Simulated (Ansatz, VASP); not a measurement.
**Mg in VASP and in Ansatz**

Contents of POSCAR:

```
Mg
1.0
    3.2093000000      0.0000000000      0.0000000000
   -1.6046500000      2.7793353284      0.0000000000
    0.0000000000      0.0000000000      5.2103000000
Mg
2
Direct
    0.6666666667      0.3333333333      0.7500000000
    0.3333333333      0.6666666667      0.2500000000
```

The input INCAR.step1:

```
ALGO = Normal
EDIFF = 1E-5
ENCUT = 600
GGA = PE
ISMEAR = -1
LASPH = T
LCHARG = F
LREAL = F
LWAVE = T
NELM = 80
PREC = Accurate
SIGMA = 0.05
```

File INCAR.step2:

```
ALGO = Normal
EDIFF = 1E-6
EDIFFG = -0.02
ENCUT = 600
GGA = PS
HFSCREEN = 0.2
IBRION = 2
ISIF = 3
ISMEAR = -1
ISTART = 1
LASPH = T
LCHARG = F
LHFCALC = T
LREAL = F
LWAVE = F
NELM = 80
NSW = 40
PREC = Accurate
PRECFOCK = Normal
SIGMA = 0.05
```

File KPOINTS:

```
k-points
0
Gamma
  5 5 3
```

input.yaml

```yaml
crystal:
  lattice:
    - [3.2093, 0.0, 0.0]
    - [-1.60465, 2.7793353284, 0.0]
    - [0.0, 0.0, 5.2103]
  atoms:
    - { symbol: Mg, position: [0.6666666667, 0.3333333333, 0.75] }
    - { symbol: Mg, position: [0.3333333333, 0.6666666667, 0.25] }
hamiltonian:
  xc:
    exchange: hjs_pbesol
    correlation: pbesol
    exx: { coeff: 0.25, omega: 0.207 }
  pseudopotentials: { kind: paw }
kpoints:
  mp_grid: { grid: [5, 5, 3] }
scf:
  occupations: { method: fermi_dirac, width: 0.05 }
output:
  forces: true
  stress: true
  eigenvalues: true
  write_density: true
  write_potential: true
  elf: true
  volumetric_format: npy
relax:
  f_tol: 0.01
  max_steps: 40
  cell: { stress_tol: 0.05 }
```

Alike in both runs: task relaxation of cell and atoms; functional HSEsol; k mesh 5 × 5 × 3; occupations fermi-dirac, width 0.05 eV; no spin polarisation.

|  | VASP | Ansatz |
| --- | --- | --- |
| version | VASP 6.6.1 | Ansatz 0.2.0 |
| potentials or method | VASP PAW PBE potentials, release 64 (Mg) | Ansatz PAW |
| plane-wave cutoff (eV) | 600 | 420 |
| valence electrons in the cell | 4 | 20 |

```csv
,VASP,Ansatz,Ansatz less VASP
"gap on the k mesh at the Fermi level, each at its own relaxed structure (eV)",none,none,-
relaxed volume (Å³/atom),22.52,22.61,+0.088
relaxed cell length with the largest relative difference (Å),3.169,3.173,+0.0042
energy change over the relaxation (meV/atom),-3,-2,+0.6
```

A gap of «none» marks a metal or a gap that the smearing closes. The two sets of potentials don't hold the same shells in valence.

Caveats: the k mesh is coarse (spacing up to 0.45 Å⁻¹), so the values aren't converged, least of all with exact exchange; the PAW data sets were made with another functional, which shifts forces and pressure a little (VASP); the plane-wave basis is chosen anew once the cell has moved, so the energies of steps on either side of that aren't comparable (Ansatz); the PAW data sets come from PBE, with cores solved anew for the run's functional, which leaves a small shift of forces and pressure (Ansatz).
